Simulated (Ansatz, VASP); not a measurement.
Given: the input of a run of Ansatz 0.2.0 on SnTe3.

The input input.yaml:

```yaml
crystal:
  lattice:
    - [0.0, 3.8090339678, 3.8090339678]
    - [3.8090339678, 0.0, 3.8090339678]
    - [3.8090339678, 3.8090339678, 0.0]
  atoms:
    - { symbol: Te, position: [0.5, 0.5, 0.5] }
    - { symbol: Te, position: [0.75, 0.75, 0.75] }
    - { symbol: Te, position: [0.25, 0.25, 0.25] }
    - { symbol: Sn, position: [0.0, 0.0, 0.0] }
hamiltonian:
  xc: pbe
  pseudopotentials: { kind: paw }
kpoints:
  mp_grid: { grid: [6, 6, 6] }
scf:
  occupations: { method: fermi_dirac, width: 0.05 }
output:
  forces: true
  stress: true
  eigenvalues: true
```

Potentials or basis: Ansatz PAW.

Run with:

```bash
$ ansatz run input.yaml --threads 2 --pin off --max-ram 5120MiB --backend cpu --events-out ev --progress --plain --runs-dir out
```

Question: Set up the same calculation for VASP 6.6.1. Potentials there: VASP PAW PBE potentials, release 64 (Te, Sn_d).

Answer: As run (the cutoff follows the program's own potentials):

The input INCAR:

```
SYSTEM = SnTe3
PREC = Accurate
ENCUT = 520
EDIFF = 1E-7
ISMEAR = -1
SIGMA = 0.05
LREAL = .False.
LASPH = .True.
NELM = 80
ALGO = Normal
ISIF = 2
LWAVE = .False.
LCHARG = .False.
GGA = PE
NBANDS = 24
```

KPOINTS

```
regular mesh
0
Gamma
  6 6 6
  0 0 0
```

Contents of POSCAR:

```
SnTe3
1.0
    0.0000000000      3.8090339678      3.8090339678
    3.8090339678      0.0000000000      3.8090339678
    3.8090339678      3.8090339678      0.0000000000
Te Sn
3 1
Direct
    0.5000000000      0.5000000000      0.5000000000
    0.7500000000      0.7500000000      0.7500000000
    0.2500000000      0.2500000000      0.2500000000
    0.0000000000      0.0000000000      0.0000000000
```

Potentials or basis: VASP PAW PBE potentials, release 64 (Te, Sn_d).

Command:

```console
$ cat potpaw_PBE.64/Te/POTCAR potpaw_PBE.64/Sn_d/POTCAR > POTCAR
$ mpirun -np 1 vasp_std > vasp.out
```

Both were run:

|  | VASP | Ansatz | Ansatz less VASP |
| --- | --- | --- | --- |
| gap on the k mesh at the Fermi level (eV) | none | none | - |
| pressure (GPa) | 2.2 | 2.3 | +0.06 |

A gap of «none» marks a metal or a gap that the smearing closes. With one functional, cell and mesh, what is left measures potentials, basis and numerics. The two sets of potentials don't hold the same shells in valence.

The runs have no spin-orbit coupling, so splittings on Te are missing.
